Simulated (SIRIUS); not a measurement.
# B (Im-3m) in SIRIUS: equation of state

Aim: energy against volume of B in PBE, for its equilibrium volume and stiffness.

All numbers are computed with SIRIUS 7.10.0; they aren't measurements. Logs are shortened: lines on timing, memory, paths and dates and some standing lists are left out, and cuts for length are marked. The log counts tension as positive stress, the text compression.

## (1) Starting point

Symmetry: Im-3m, No. 229, cubic system. The conventional cell has a = 3.567 Å, b = 3.567 Å, c = 3.567 Å, α = 90.00°, β = 90.00°, γ = 90.00°. Around B (site symmetry 4/mmm) lie 4 B at 1.78 Å.

The cell was built by a generator and needn't be a form met in nature.

## (2) Single point, PBE, 7.11 Å³/atom (volume scaled by 0.94)

Input file sirius.json:

```json
{
  "control": {
    "processing_unit": "cpu",
    "verbosity": 2,
    "num_bands_to_print": 11,
    "print_forces": true,
    "print_stress": true
  },
  "parameters": {
    "electronic_structure_method": "pseudopotential",
    "xc_functionals": ["XC_GGA_X_PBE", "XC_GGA_C_PBE"],
    "gk_cutoff": 8.8,
    "pw_cutoff": 17.6,
    "ngridk": [10, 10, 10],
    "shiftk": [0, 0, 0],
    "smearing": "fermi_dirac",
    "smearing_width": 0.0018374661,
    "num_bands": 11,
    "num_mag_dims": 0,
    "num_dft_iter": 100,
    "energy_tol": 1e-08,
    "density_tol": 1e-06
  },
  "iterative_solver": {
    "type": "davidson",
    "min_tolerance": 1e-09,
    "tolerance_scale": [0.1, 0.25]
  },
  "mixer": {
    "type": "anderson",
    "beta": 0.7,
    "max_history": 8
  },
  "settings": {
    "tol_ne": 1e-10,
    "pseudo_grid_cutoff": 6.5
  },
  "unit_cell": {
    "lattice_vectors": [
      [-3.301117810835, 3.301117810835, 3.301117810835],
      [3.301117810835, -3.301117810835, 3.301117810835],
      [3.301117810835, 3.301117810835, -3.301117810835]
    ],
    "atom_coordinate_units": "lattice",
    "atom_types": ["B"],
    "atom_files": {
      "B": "B.json"
    },
    "atoms": {
      "B": [
        [0.0, 0.5, 0.5],
        [0.5, 0.0, 0.5],
        [0.5, 0.5, 0.0]
      ]
    }
  }
}
```

Potentials or basis: PseudoDojo 0.4.1 PBE standard (scalar relativistic).

Command:

```console
$ upf_to_json B.upf
$ OMP_NUM_THREADS=1 sirius.scf --input=sirius.json --output=out.json --task=0
```

Log:

```text
[info] SIRIUS version : 7.10.0
[info] number of MPI ranks           : 1
[info] MPI grid                      : 1 1
[info] maximum number of OMP threads : 1
[fft] FFT context for density and potential
[fft] =====================================
[fft]   comm size                             : 1
[fft]   plane wave cutoff                     : 17.6
[fft]   grid size                             : 36 36 36   total : 46656
[fft]   grid limits                           : -17 18   -17 18   -17 18
[fft]   number of G-vectors within the cutoff : 6666
[fft]   local number of G-vectors             : 6666
[fft]   number of G-shells                    : 369
[fft] FFT context for coarse grid
[fft] =====================================
[fft]   comm size                             : 1
[fft]   plane wave cutoff                     : 17.6
[fft]   grid size                             : 36 36 36   total : 46656
[fft]   grid limits                           : -17 18   -17 18   -17 18
[fft]   number of G-vectors within the cutoff : 6666
[fft]   local number of G-vectors             : 6666
[fft]   number of G-shells                    : 369
[unit cell] lattice vectors
[unit cell]   a1 :      -3.3011178108      3.3011178108      3.3011178108
[unit cell]   a2 :       3.3011178108     -3.3011178108      3.3011178108
[unit cell]   a3 :       3.3011178108      3.3011178108     -3.3011178108
[unit cell] reciprocal lattice vectors
[unit cell]   b1 :      -0.0000000000      0.9516754123      0.9516754123
[unit cell]   b2 :       0.9516754123     -0.0000000000      0.9516754123
[unit cell]   b3 :       0.9516754123      0.9516754123     -0.0000000000
[unit cell] unit cell volume :       143.89412501 [a.u.^3]
[unit cell] 1/sqrt(omega)    :         0.08336399
[unit cell] MT volume        :         0.00000000 ( 0.00%)
[unit cell] IT volume        :       143.89412501 (100.00%)
[unit cell] number of atom types : 1
[unit cell] type id : 0 symbol :  B mt_radius :  15.330000 num_atoms : 3
[unit cell] total number of atoms : 3
[unit cell] number of symmetry classes : 1
[unit cell] number of PAW atoms : 0
[unit cell] atom id  type id  class id             position                      vector_field
[unit cell] ------------------------------------------------------------------------------------------
[unit cell]      0        0        0      0.00000   0.50000   0.50000      0.00000   0.00000   0.00000
[unit cell]      1        0        0      0.50000   0.00000   0.50000      0.00000   0.00000   0.00000
[unit cell]      2        0        0      0.50000   0.50000   0.00000      0.00000   0.00000   0.00000
[unit cell] atom id         position (Cartesian, a.u.)
[unit cell] ---------------------------------------------
[unit cell]      0       3.301118    0.000000    0.000000
[... 290 lines left out ...]
[find] Efermi                         :       0.37778234
[find] iteration : 9, RMS : 1.581067915410e-07, energy difference : -2.881725080783e-09
[find] Hartree energy of density residual : 5.819423108389e-13
[find] bands are converged : true
[find] iterative solver converged : true
[find] converged after 10 SCF iterations!
[find] Charges and magnetic moments
[find] --------------------------------------------------------------------------------
[find] total charge          : 9.000000
[find] Energy
[find] --------------------------------------------------------------------------------
[find] valence_eval_sum               :       1.22786549
[find] <rho|V^{XC}>                   :      -4.30297714
[find] <rho|E^{XC}>                   :      -3.63813869
[find] <mag|B^{XC}>                   :       0.00000000
[find] <rho|V^{H}>                    :       0.75241976
[find] one-electron contribution      :       4.77842287 (Ha),       9.55684575 (Ry)
[find] hartree contribution           :       0.37620988
[find] xc contribution                :      -3.63813869
[find] ewald contribution             :     -10.21591912
[find] PAW contribution               :       0.00000000
[find] smearing (-TS)                 :      -0.00028042
[find] SCF correction                 :      -0.00000013
[find] Total energy                   :      -8.69942520 (Ha),     -17.39885039 (Ry)
[find] Free energy (E-TS)             :      -8.69970562 (Ha),     -17.39941123 (Ry)
[find] band gap (eV)                  :       0.00000000
[find] Efermi                         :       0.37778234
[ground_state] === stress tensor components [kbar] ===
[ground_state] === stress_kin ===
[ground_state] -8070.603095   -0.000000    0.000000
[ground_state]    -0.000000-8070.603095    0.000000
[ground_state]     0.000000    0.000000-8070.603095
[ground_state] === stress_har ===
[ground_state]  -256.403226   -0.000000    0.000000
[ground_state]    -0.000000 -256.403226    0.000000
[ground_state]     0.000000    0.000000 -256.403226
[ground_state] === stress_ewald ===
[ground_state]  6962.588596    0.000000   -0.000000
[ground_state]     0.000000 6962.588596   -0.000000
[ground_state]    -0.000000   -0.000000 6962.588596
[ground_state] === stress_vloc ===
[ground_state]  -286.399612   -0.000000    0.000000
[ground_state]    -0.000000 -286.399612    0.000000
[ground_state]     0.000000    0.000000 -286.399612
[ground_state] === stress_xc ===
[ground_state]  1376.615653    0.000000   -0.000000
[ground_state]     0.000000 1376.615653   -0.000000
[ground_state]    -0.000000   -0.000000 1376.615653
[ground_state] === stress_core ===
[ground_state]   845.560080    0.000000   -0.000000
[ground_state]     0.000000  845.560080   -0.000000
[ground_state]    -0.000000   -0.000000  845.560080
[ground_state] === stress_nonloc ===
[ground_state]  -710.667983   -0.000000    0.000000
[ground_state]    -0.000000 -710.667983    0.000000
[ground_state]     0.000000    0.000000 -710.667983
[ground_state] === stress_us_nl ===
[ground_state]  -710.667983   -0.000000    0.000000
[ground_state]    -0.000000 -710.667983    0.000000
[ground_state]     0.000000    0.000000 -710.667983
[ground_state] === stress_total ===
[ground_state]  -139.309587   -0.000000   -0.000000
[ground_state]    -0.000000 -139.309587    0.000000
[ground_state]    -0.000000    0.000000 -139.309587
[ground_state] ==== total Forces in Ha/bohr =====
[ground_state] atom:    0, force:       0.0000000      0.0000000      0.0000000
[ground_state] atom:    1, force:       0.0000000      0.0000000      0.0000000
[ground_state] atom:    2, force:       0.0000000      0.0000000      0.0000000
[ground_state] ==== ultrasoft contribution from Qij =====
[ground_state] atom:    0, force:       0.0000000      0.0000000      0.0000000
[ground_state] atom:    1, force:       0.0000000      0.0000000      0.0000000
[ground_state] atom:    2, force:       0.0000000      0.0000000      0.0000000
[ground_state] ==== non-local contribution from Beta-projector =====
[ground_state] atom:    0, force:       0.0000000      0.0000000      0.0000000
[ground_state] atom:    1, force:       0.0000000      0.0000000      0.0000000
[ground_state] atom:    2, force:       0.0000000      0.0000000      0.0000000
[ground_state] ==== contribution from local potential =====
[ground_state] atom:    0, force:       0.0000000      0.0000000      0.0000000
[ground_state] atom:    1, force:       0.0000000      0.0000000      0.0000000
[ground_state] atom:    2, force:       0.0000000      0.0000000      0.0000000
[ground_state] ==== contribution from core density =====
[ground_state] atom:    0, force:       0.0000000      0.0000000      0.0000000
[ground_state] atom:    1, force:       0.0000000      0.0000000      0.0000000
[ground_state] atom:    2, force:       0.0000000      0.0000000      0.0000000
[ground_state] ==== Ewald forces from ions =====
[ground_state] atom:    0, force:       0.0000000      0.0000000      0.0000000
[ground_state] atom:    1, force:       0.0000000      0.0000000      0.0000000
[ground_state] atom:    2, force:       0.0000000      0.0000000      0.0000000
[~DFT_ground_state] local op. applied: 12785
[~DFT_ground_state] evp. work count: 4993.78
[~DFT_ground_state] number of iterative solver steps: 1525
```

It took 16 s on 1 thread of Arm Neoverse V1, shared host; peak memory 0.23 GiB.

What came out:

```
Free energy            : -236.7310 eV
Pressure               : 13.9 GPa
Band gap on the k mesh : none (metal or under the smearing width)
```

## (3) Single point, PBE, 7.26 Å³/atom (volume scaled by 0.96)

sirius.json, as its differences from that of step 2:

```diff
@@ -39,5 +39,5 @@
     "lattice_vectors": [
-      [-3.301117810835, 3.301117810835, 3.301117810835],
-      [3.301117810835, -3.301117810835, 3.301117810835],
-      [3.301117810835, 3.301117810835, -3.301117810835]
+      [-3.324365885292, 3.324365885292, 3.324365885292],
+      [3.324365885292, -3.324365885292, 3.324365885292],
+      [3.324365885292, 3.324365885292, -3.324365885292]
     ],
```

Potentials or basis: PseudoDojo 0.4.1 PBE standard (scalar relativistic).

Command:

```console
$ upf_to_json B.upf
$ OMP_NUM_THREADS=1 sirius.scf --input=sirius.json --output=out.json --task=0
```

It took 16 s on 1 thread of Arm Neoverse V1, shared host; peak memory 0.23 GiB.

Results (log left out):

```yaml
Free_energy: -236.7633 eV
Pressure: 8.8 GPa
Band_gap_on_the_k_mesh: none (metal or under the smearing width)
```

## (4) Single point, PBE, 7.41 Å³/atom (volume scaled by 0.98)

sirius.json, as its differences from that of step 3:

```diff
@@ -39,5 +39,5 @@
     "lattice_vectors": [
-      [-3.324365885292, 3.324365885292, 3.324365885292],
-      [3.324365885292, -3.324365885292, 3.324365885292],
-      [3.324365885292, 3.324365885292, -3.324365885292]
+      [-3.347293270958, 3.347293270958, 3.347293270958],
+      [3.347293270958, -3.347293270958, 3.347293270958],
+      [3.347293270958, 3.347293270958, -3.347293270958]
     ],
```

Command:

```console
$ upf_to_json B.upf
$ OMP_NUM_THREADS=1 sirius.scf --input=sirius.json --output=out.json --task=0
```

Wall time 16 s (1 thread of Arm Neoverse V1, shared host); peak memory 0.23 GiB.

The run converged. Its results:

```yaml
Free_energy: -236.7817 eV
Pressure: 4.1 GPa
Band_gap_on_the_k_mesh: none (metal or under the smearing width)
```

## (5) Single point, PBE, 7.71 Å³/atom (volume scaled by 1.02)

sirius.json, as its differences from that of step 4:

```diff
@@ -39,5 +39,5 @@
     "lattice_vectors": [
-      [-3.347293270958, 3.347293270958, 3.347293270958],
-      [3.347293270958, -3.347293270958, 3.347293270958],
-      [3.347293270958, 3.347293270958, -3.347293270958]
+      [-3.39222874401, 3.39222874401, 3.39222874401],
+      [3.39222874401, -3.39222874401, 3.39222874401],
+      [3.39222874401, 3.39222874401, -3.39222874401]
     ],
```

Command:

```console
$ upf_to_json B.upf
$ OMP_NUM_THREADS=1 sirius.scf --input=sirius.json --output=out.json --task=0
```

It took 17 s on 1 thread of Arm Neoverse V1, shared host; peak memory 0.23 GiB.

Results (log left out):

| Property | Result |
| --- | --- |
| Free energy | -236.7817 eV |
| Pressure | -4.0 GPa |
| Band gap on the k mesh | none (metal or under the smearing width) |

## (6) Single point, PBE, 7.86 Å³/atom (volume scaled by 1.04)

sirius.json, as its differences from that of step 5:

```diff
@@ -39,5 +39,5 @@
     "lattice_vectors": [
-      [-3.39222874401, 3.39222874401, 3.39222874401],
-      [3.39222874401, -3.39222874401, 3.39222874401],
-      [3.39222874401, 3.39222874401, -3.39222874401]
+      [-3.41425682054, 3.41425682054, 3.41425682054],
+      [3.41425682054, -3.41425682054, 3.41425682054],
+      [3.41425682054, 3.41425682054, -3.41425682054]
     ],
```

Potentials or basis: PseudoDojo 0.4.1 PBE standard (scalar relativistic).

Command:

```console
$ upf_to_json B.upf
$ OMP_NUM_THREADS=1 sirius.scf --input=sirius.json --output=out.json --task=0
```

Run time: 17 s. Hardware: 1 thread of Arm Neoverse V1, shared host; peak memory 0.24 GiB.

It converged, with:

```
Free energy            : -236.7656 eV
Pressure               : -7.5 GPa
Band gap on the k mesh : none (metal or under the smearing width)
```

## (7) Single point, PBE, 8.01 Å³/atom (volume scaled by 1.06)

sirius.json, as its differences from that of step 6:

```diff
@@ -39,5 +39,5 @@
     "lattice_vectors": [
-      [-3.41425682054, 3.41425682054, 3.41425682054],
-      [3.41425682054, -3.41425682054, 3.41425682054],
-      [3.41425682054, 3.41425682054, -3.41425682054]
+      [-3.436004265749, 3.436004265749, 3.436004265749],
+      [3.436004265749, -3.436004265749, 3.436004265749],
+      [3.436004265749, 3.436004265749, -3.436004265749]
     ],
```

Command:

```console
$ upf_to_json B.upf
$ OMP_NUM_THREADS=1 sirius.scf --input=sirius.json --output=out.json --task=0
```

It took 17 s on 1 thread of Arm Neoverse V1, shared host; peak memory 0.24 GiB.

Results (log left out):

```yaml
Free_energy: -236.7400 eV
Pressure: -10.6 GPa
Band_gap_on_the_k_mesh: none (metal or under the smearing width)
```

## (8) Equation of state, PBE

This step only gathers the single runs of the series.

What came out:

```yaml
Equilibrium_volume: 7.56 Å³/atom
Bulk_modulus: 202 GPa
Pressure_derivative_of_the_bulk_modulus: 3.8
```

Energy against volume, from the lowest point:
| volume (Å³/atom) | energy (meV/atom) |
| --- | --- |
| 7.108 | 18.79 |
| 7.259 | 8.04 |
| 7.410 | 1.92 |
| 7.561 | 0.00 |
| 7.713 | 1.91 |
| 7.864 | 7.28 |
| 8.015 | 15.80 |
